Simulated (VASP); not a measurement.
# W: convergence, energy difference of two geometries

W, Im-3m (no. 229), 1 atom in the cell. PBEsol, energy difference of two geometries; PAW potentials W_sv (PBE set). VASP 6.6.1.

Wanted: energy difference within 0.5 meV/atom.

What the run is for: energy difference; Accuracy asked: standard; Second geometry: cell strained by +1.0% along z.

The series start from Plane-wave cutoff (eV): 290; Smearing width (eV): 0.1; k-point mesh: 16 × 16 × 16; Precision mode (PREC): Accurate; Electronic threshold (eV): 1e-6; Aspherical gradient terms in the spheres (LASPH): yes; Electronic algorithm: ALGO=Normal. Each series keeps the choices made before it, and each single choice may use up half of a tolerance. Times cover all steps of a run.

## Plane-wave cutoff (eV)

| Plane-wave cutoff (eV) | Energy difference (meV/atom) | Time (s) |
|---|---|---|
| 180 | 6.75 | 5.6 |
| 220 | 5.37 | 7.0 |
| 260 | 5.35 | 7.3 |
| 290 | 5.27 | 8.3 |
| 340 | 5.21 | 14 |
| 390 | 5.26 | 17 |
| 470 | 5.25 | 22 |
| 590 (reference) | 5.25 | 25 |

Chosen: 220, the loosest value from which every tighter one stays within half of the tolerance.

## Smearing width (eV)

| Smearing width (eV) | Energy difference (meV/atom) | Time (s) |
|---|---|---|
| 0.4 | 5.38 | 8.0 |
| 0.3 | 5.36 | 7.1 |
| 0.2 | 5.37 | 7.2 |
| 0.15 | 5.38 | 7.3 |
| 0.1 | 5.37 | 7.0 |
| 0.05 (reference) | 5.40 | 7.6 |

Chosen: 0.4.

## k-point mesh

| k-point mesh | Energy difference (meV/atom) | Time (s) |
|---|---|---|
| 5 × 5 × 5 | 6.39 | 2.6 |
| 7 × 7 × 7 | 3.13 | 2.8 |
| 9 × 9 × 9 | 5.18 | 3.3 |
| 11 × 11 × 11 | 4.90 | 3.9 |
| 13 × 13 × 13 | 5.57 | 5.5 |
| 16 × 16 × 16 | 5.38 | 8.0 |
| 19 × 19 × 19 | 5.12 | 9.7 |
| 23 × 23 × 23 (reference) | 5.06 | 15 |

Chosen: 19 × 19 × 19.

## Precision mode (PREC)

| Precision mode (PREC) | Energy difference (meV/atom) | Time (s) |
|---|---|---|
| SingleN | 4.99 | 7.3 |
| Normal | 5.00 | 7.5 |
| Single | 5.09 | 10 |
| Accurate (reference) | 5.12 | 9.7 |

Chosen: SingleN.

## Electronic threshold (eV)

| Electronic threshold (eV) | Energy difference (meV/atom) | Time (s) |
|---|---|---|
| 0.001 | 4.99 | 7.7 |
| 0.0001 | 4.99 | 10 |
| 1e-5 | 4.99 | 11 |
| 1e-6 | 4.99 | 7.3 |
| 1e-7 | 4.99 | 11 |
| 1e-8 (reference) | 4.99 | 10 |

Chosen: 0.001.

## Aspherical gradient terms in the spheres (LASPH)

| Aspherical gradient terms in the spheres (LASPH) | Energy difference (meV/atom) | Time (s) |
|---|---|---|
| no | 5.00 | 6.9 |
| yes (reference) | 4.99 | 7.7 |

Chosen: no.

## Electronic algorithm

| Electronic algorithm | Energy difference (meV/atom) | Time (s) |
|---|---|---|
| ALGO=Normal | 5.00 | 6.9 |
| ALGO=Fast | 5.00 | 8.6 |
| ALGO=VeryFast | 5.00 | 8.6 |
| ALGO=All ISEARCH=1 | 5.00 | 7.5 |
| ALGO=All ISEARCH=0 | 5.00 | 7.7 |
| ALGO=Damped TIME=0.4 | 5.00 | 7.5 |
| ALGO=Damped TIME=0.1 | 5.01 | 9.3 |

Chosen: ALGO=Normal; no other choice that stays within half of the tolerance saves 30 % of the time.

## All choices together

| Input | Energy difference (meV/atom) | Time (s) |
|---|---|---|
| the program's defaults (naive) | 8.14 | 1.4 |
| chosen settings | 5.00 | 6.9 |
| reference settings throughout | 4.96 | 81 |

The tolerance is met.

## The input

INCAR:
```
GGA = PS
ISMEAR = 1
SIGMA = 0.4
LWAVE = F
LCHARG = F
ISIF = 2
PREC = SingleN
LASPH = F
LREAL = F
ALGO = Normal
EDIFF = 0.001
NELM = 120
GGA_COMPAT = F
ENCUT = 220
```

KPOINTS:
```
Automatic mesh
0
Gamma
  19 19 19
  0 0 0
```

POSCAR.step1:
```
W
1.0
   -1.5823450000      1.5823450000      1.5823450000
    1.5823450000     -1.5823450000      1.5823450000
    1.5823450000      1.5823450000     -1.5823450000
W
1
Direct
    0.0000000000      0.0000000000      0.0000000000
```

POSCAR.step2:
```
W
1.0
   -1.5823450000      1.5823450000      1.5981684500
    1.5823450000     -1.5823450000      1.5981684500
    1.5823450000      1.5823450000     -1.5981684500
W
1
Direct
    0.0000000000      0.0000000000      0.0000000000
```

Commands (each step's output is kept before the next begins):
```
cat potpaw_PBE.64/W_sv/POTCAR > POTCAR
cp POSCAR.step1 POSCAR
mpirun -np 1 vasp_std > vasp.out
cp POSCAR.step2 POSCAR
mpirun -np 1 vasp_std > vasp.out
```

The chosen input took VASP 6.6.1 6.9 s on 1 core (Intel Xeon 6975P-C (Granite Rapids)), a shared host.

## An input that fails: cutoff far too low

VASP's message: EDDAV: Call to ZHEGV failed. Returncode = 1 2 16.

Changes against the starting input:
```
- NELM = 120
- ENCUT = 290
+ NELM = 90
+ ENCUT = 80
```
